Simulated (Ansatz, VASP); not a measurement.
# One calculation of KBr, two programs

INCAR

```
SYSTEM = KBr
PREC     = Accurate       ! precision mode
ENCUT    = 600            ! plane-wave cutoff, eV
EDIFF    = 1E-7           ! SCF threshold, eV
ISMEAR   = 0              ! smearing method
SIGMA    = 0.01           ! smearing width, eV
LREAL    = .False.        ! projectors in reciprocal space
LASPH    = .True.         ! aspherical terms in the spheres
NELM     = 100            ! most SCF steps
ALGO     = Fast           ! electronic algorithm
ISIF     = 3              ! what is computed and relaxed
LWAVE    = .False.        ! write WAVECAR
LCHARG   = .False.        ! write CHGCAR
GGA      = PS             ! functional
IBRION   = 2              ! ionic algorithm
NSW      = 80             ! ionic steps
EDIFFG   = -0.001         ! ionic threshold
```

The input KPOINTS:

```
Automatic mesh
0
Gamma
  6 6 6
  0 0 0
```

Contents of POSCAR:

```
KBr
1.0
    0.0000000000      3.2745321134      3.2745321134
    3.2745321134      0.0000000000      3.2745321134
    3.2745321134      3.2745321134      0.0000000000
K Br
1 1
Direct
    0.0000000000      0.0000000000      0.0000000000
    0.5000000000      0.5000000000      0.5000000000
```

Input for Ansatz:

```yaml
crystal:
  lattice:
    - [0.0, 3.2745321134, 3.2745321134]
    - [3.2745321134, 0.0, 3.2745321134]
    - [3.2745321134, 3.2745321134, 0.0]
  atoms:
    - { symbol: K, position: [0.0, 0.0, 0.0] }
    - { symbol: Br, position: [0.5, 0.5, 0.5] }
basis:
  ecutwfc: 420
kpoints:
  mp_grid: { grid: [6, 6, 6] }
hamiltonian:
  xc: pbesol
scf:
  occupations: { method: fixed }
output:
  forces: true
  stress: true
  eigenvalues: true
relax:
  adjacent_minimum: "off"
  f_tol: 0.001
  max_steps: 60
  cell: { stress_tol: 0.01 }
```

Alike in both runs: task relaxation of cell and atoms; functional PBEsol; k mesh 6 × 6 × 6; no spin polarisation.

|  | VASP | Ansatz |
| --- | --- | --- |
| version | VASP 6.6.1 | Ansatz 0.2.0 |
| potentials or method | VASP PAW PBE potentials, release 64 (K_sv, Br) | scalar-relativistic, plane waves, PAW |
| plane-wave cutoff (eV) | 600 | 420 |
| occupations | gaussian, width 0.01 eV | fixed |
| valence electrons in the cell | 16 | 16 |

Ansatz gave:

```
gap on the k mesh at the Fermi level, each at its own relaxed structure (eV) : 4.34
relaxed volume (Å³/atom)                                                     : 35.11
relaxed cell length with the largest relative difference (Å)                 : 4.631
```

Q: Which values does VASP return?

A: gap on the k mesh at the Fermi level, each at its own relaxed structure (eV): 4.32; relaxed volume (Å³/atom): 35.27; relaxed cell length with the largest relative difference (Å): 4.638.

Caveats: the PAW data sets were made with another functional, which shifts forces and pressure a little (VASP). Zero-point motion and thermal expansion aren't in these numbers.
